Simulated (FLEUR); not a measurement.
Here is a FLEUR MaX-R8.1 (later development tree) calculation.

inp.xml

```xml
<?xml version="1.0" encoding="UTF-8" standalone="no"?>
<fleurInput fleurInputVersion="0.39">
   <comment>
      Ir                                                                                                  
   </comment>
   <calculationSetup>
      <cutoffs Kmax="4.14" Gmax="12.8" GmaxXC="12.8" numbands="0"/>
      <scfLoop itmax="80" minDistance="0.0001" maxIterBroyd="30" imix="Anderson" alpha="0.05" precondParam="0.0" spinf="2.0" sdNocoIR="T"/>
      <coreElectrons ctail="F" frcor="F" kcrel="0" coretail_lmax="0"/>
      <xcFunctional name="LibXC" relativisticCorrections="F">
         <LibXCName exchange="mgga_x_r2scan" correlation="mgga_c_r2scan"/>
         <AuxGGA exchange="117" correlation="130"/>
      </xcFunctional>
      <magnetism jspins="1"/>
      <soc l_soc="F" theta="0.0" phi="0.0" spav="F"/>
      <expertModes spex="0" secvar="F"/>
      <geometryOptimization l_f="F" forcealpha="1.0" forcemix="BFGS" epsdisp="0.00001" epsforce="0.00001"/>
      <ldaU l_linMix="F" mixParam="0.05" spinf="1.0"/>
   </calculationSetup>
   <cell>
      <bzIntegration valenceElectrons="31.0" mode="hist" fermiSmearingEnergy="0.00183747">
         <kPointListSelection listName="default-1"/>
         <!-- k-points included here -->
         <xi:include xmlns:xi="http://www.w3.org/2001/XInclude" href="kpts.xml"> </xi:include>
      </bzIntegration>
      <!-- symmetry operations included here -->
      <xi:include xmlns:xi="http://www.w3.org/2001/XInclude" href="sym.xml"> </xi:include>
      <bulkLattice scale="1.0">
         <bravaisMatrix>
            <row-1>    0.0000000000000000     3.6199593642837598     3.6199593642837598</row-1>
            <row-2>    3.6199593642837598     0.0000000000000000     3.6199593642837598</row-2>
            <row-3>    3.6199593642837598     3.6199593642837598     0.0000000000000000</row-3>
         </bravaisMatrix>
      </bulkLattice>
   </cell>
   <atomSpecies>
      <species name="Iridium (Ir)" element="Ir" atomicNumber="77">
         <mtSphere radius="2.37" gridPoints="783" logIncrement="0.017"/>
         <atomicCutoffs lmax="9" lnonsphr="9"/>
         <electronConfig flipSpins="F">
            <coreConfig>(1s1/2) (2s1/2) (2p1/2) (2p3/2) (3s1/2) (3p1/2) (3p3/2) (4s1/2) (3d3/2) (3d5/2) (4p1/2) (4p3/2) (4d3/2) (4d5/2)</coreConfig>
            <valenceConfig>(4f5/2) (4f7/2) (5s1/2) (5p1/2) (5p3/2) (6s1/2) (5d3/2) (5d5/2)</valenceConfig>
            <stateOccupation state="(5d3/2)" spinUp="1.400000" spinDown="1.400000"/>
            <stateOccupation state="(5d5/2)" spinUp="2.100000" spinDown="2.100000"/>
         </electronConfig>
         <energyParameters s="6" p="6" d="5" f="5"/>
         <lo type="SCLO" l="0" n="5" eDeriv="0"/>
         <lo type="SCLO" l="0" n="5" eDeriv="1"/>
         <lo type="SCLO" l="1" n="5" eDeriv="0"/>
         <lo type="SCLO" l="1" n="5" eDeriv="1"/>
         <lo type="SCLO" l="3" n="4" eDeriv="0"/>
         <lo type="SCLO" l="3" n="4" eDeriv="1"/>
         <lo type="SCLO" l="2" n="5" eDeriv="2"/>
      </species>
   </atomSpecies>
   <atomGroups>
      <atomGroup species="Iridium (Ir)">
         <relPos label="                   1">.0000000000 .0000000000 .0000000000</relPos>
         <force calculate="T" relaxXYZ="TTT"/>
      </atomGroup>
   </atomGroups>
   <output dos="F" band="F" slice="F">
      <checks vchk="F" cdinf="F"/>
      <bandDOS minEnergy="-.5*Htr" maxEnergy="0.5*Htr" sigma="0.015" storeEVData="T"/>
      <vacuumDOS vacdos="F" integ="F" star="F" nstars="0" locx1="0.0" locy1="0.0" locx2="0.0" locy2="0.0" nstm="0" tworkf="0.0"/>
      <unfoldingBand unfoldBand="F" supercellX="1" supercellY="1" supercellZ="1"/>
      <plotting iplot="0" polar="F">
         <plot TwoD="T" vec1="  1.0  0.0  0.0" vec2="  0.0  1.0  0.0" vec3="  0.0  0.0  1.0" zero="  0.0  0.0  0.0" file="plot"/>
      </plotting>
      <chargeDensitySlicing numkpt="0" minEigenval="0.0" maxEigenval="0.0" nnne="0" pallst="F"/>
      <specialOutput eonly="F"/>
      <moessbauerParams electricFieldGradient="T" isomerShift="T" coreHyperfine="T" valenceHyperfine="T"/>
      <magneticCircularDichroism mcd="F" energyLo="-10.0" energyUp="0.0"/>
   </output>
  <!-- We include the file relax.xml here to enable relaxations (see documentation) -->
  <xi:include xmlns:xi="http://www.w3.org/2001/XInclude" href="relax.xml"> <xi:fallback/> </xi:include>
</fleurInput>
```

Contents of crystal.txt:

```
Ir
&input cartesian=F /
0.0000000000  1.9156000000  1.9156000000
1.9156000000  0.0000000000  1.9156000000
1.9156000000  1.9156000000  0.0000000000
1.8897261246
1.0 1.0 1.0

1
77 0.0000000000  0.0000000000  0.0000000000

&kpt div1=12 div2=12 div3=12 gamma=T /
```

inp.xml (bands)

```
<?xml version="1.0" encoding="UTF-8" standalone="no"?>
<fleurInput fleurInputVersion="0.39">
   <comment>
      Ir                                                                                                  
   </comment>
   <calculationSetup>
      <cutoffs Kmax="4.14" Gmax="12.8" GmaxXC="12.8" numbands="0"/>
      <scfLoop itmax="80" minDistance="0.0001" maxIterBroyd="30" imix="Anderson" alpha="0.05" precondParam="0.0" spinf="2.0" sdNocoIR="T"/>
      <coreElectrons ctail="F" frcor="F" kcrel="0" coretail_lmax="0"/>
      <xcFunctional name="LibXC" relativisticCorrections="F">
         <LibXCName exchange="mgga_x_r2scan" correlation="mgga_c_r2scan"/>
         <AuxGGA exchange="117" correlation="130"/>
      </xcFunctional>
      <magnetism jspins="1"/>
      <soc l_soc="F" theta="0.0" phi="0.0" spav="F"/>
      <expertModes spex="0" secvar="F"/>
      <geometryOptimization l_f="F" forcealpha="1.0" forcemix="BFGS" epsdisp="0.00001" epsforce="0.00001"/>
      <ldaU l_linMix="F" mixParam="0.05" spinf="1.0"/>
   </calculationSetup>
   <cell>
      <bzIntegration valenceElectrons="31.0" mode="hist" fermiSmearingEnergy="0.00183747">
         <kPointListSelection listName="path-1"/>
         <!-- k-points included here -->
         <xi:include xmlns:xi="http://www.w3.org/2001/XInclude" href="kpts.xml"> </xi:include>
      </bzIntegration>
      <!-- symmetry operations included here -->
      <xi:include xmlns:xi="http://www.w3.org/2001/XInclude" href="sym.xml"> </xi:include>
      <bulkLattice scale="1.0">
         <bravaisMatrix>
            <row-1>    0.0000000000000000     3.6199593642837598     3.6199593642837598</row-1>
            <row-2>    3.6199593642837598     0.0000000000000000     3.6199593642837598</row-2>
            <row-3>    3.6199593642837598     3.6199593642837598     0.0000000000000000</row-3>
         </bravaisMatrix>
      </bulkLattice>
   </cell>
   <atomSpecies>
      <species name="Iridium (Ir)" element="Ir" atomicNumber="77">
         <mtSphere radius="2.37" gridPoints="783" logIncrement="0.017"/>
         <atomicCutoffs lmax="9" lnonsphr="9"/>
         <electronConfig flipSpins="F">
            <coreConfig>(1s1/2) (2s1/2) (2p1/2) (2p3/2) (3s1/2) (3p1/2) (3p3/2) (4s1/2) (3d3/2) (3d5/2) (4p1/2) (4p3/2) (4d3/2) (4d5/2)</coreConfig>
            <valenceConfig>(4f5/2) (4f7/2) (5s1/2) (5p1/2) (5p3/2) (6s1/2) (5d3/2) (5d5/2)</valenceConfig>
            <stateOccupation state="(5d3/2)" spinUp="1.400000" spinDown="1.400000"/>
            <stateOccupation state="(5d5/2)" spinUp="2.100000" spinDown="2.100000"/>
         </electronConfig>
         <energyParameters s="6" p="6" d="5" f="5"/>
         <lo type="SCLO" l="0" n="5" eDeriv="0"/>
         <lo type="SCLO" l="0" n="5" eDeriv="1"/>
         <lo type="SCLO" l="1" n="5" eDeriv="0"/>
         <lo type="SCLO" l="1" n="5" eDeriv="1"/>
         <lo type="SCLO" l="3" n="4" eDeriv="0"/>
         <lo type="SCLO" l="3" n="4" eDeriv="1"/>
         <lo type="SCLO" l="2" n="5" eDeriv="2"/>
      </species>
   </atomSpecies>
   <atomGroups>
      <atomGroup species="Iridium (Ir)">
         <relPos label="                   1">.0000000000 .0000000000 .0000000000</relPos>
         <force calculate="T" relaxXYZ="TTT"/>
      </atomGroup>
   </atomGroups>
   <output dos="F" band="T" slice="F">
      <checks vchk="F" cdinf="F"/>
      <bandDOS minEnergy="-.5*Htr" maxEnergy="0.5*Htr" sigma="0.015" storeEVData="T"/>
      <vacuumDOS vacdos="F" integ="F" star="F" nstars="0" locx1="0.0" locy1="0.0" locx2="0.0" locy2="0.0" nstm="0" tworkf="0.0"/>
      <unfoldingBand unfoldBand="F" supercellX="1" supercellY="1" supercellZ="1"/>
      <plotting iplot="0" polar="F">
         <plot TwoD="T" vec1="  1.0  0.0  0.0" vec2="  0.0  1.0  0.0" vec3="  0.0  0.0  1.0" zero="  0.0  0.0  0.0" file="plot"/>
      </plotting>
      <chargeDensitySlicing numkpt="0" minEigenval="0.0" maxEigenval="0.0" nnne="0" pallst="F"/>
      <specialOutput eonly="F"/>
      <moessbauerParams electricFieldGradient="T" isomerShift="T" coreHyperfine="T" valenceHyperfine="T"/>
      <magneticCircularDichroism mcd="F" energyLo="-10.0" energyUp="0.0"/>
   </output>
  <!-- We include the file relax.xml here to enable relaxations (see documentation) -->
  <xi:include xmlns:xi="http://www.w3.org/2001/XInclude" href="relax.xml"> <xi:fallback/> </xi:include>
</fleurInput>
```

Potentials or basis: all-electron, FLAPW.

Command:

```console
$ inpgen -f crystal.txt -profile fastHighL
$ # inp.xml edited to the form shown
$ fleur_MPI
$ fleur_MPI   # second run, on inp.xml (bands)
```

Q: What does it give for the band gap along the path?

A: None (metal or under the smearing width).

Core levels (eV from the Fermi level):
```
atom                                                                                                                                                                                                           levels
1 Ir  1s1/2 -76019.5, 2s1/2 -13284.2, 2p1/2 -12722.4, 2p3/2 -11094.7, 3s1/2 -3103.0, 3p1/2 -2851.9, 3p3/2 -2495.4, 4s1/2 -657.9, 3d3/2 -2077.4, 3d5/2 -2000.3, 4p1/2 -552.0, 4p3/2 -467.8, 4d3/2 -294.5, 4d5/2 -278.9
```

Caveat: the meta-GGA is that of a development version, with a GGA for the radial functions and cores and without core tails; spin-orbit coupling is left out, which moves the levels of the heavy elements.
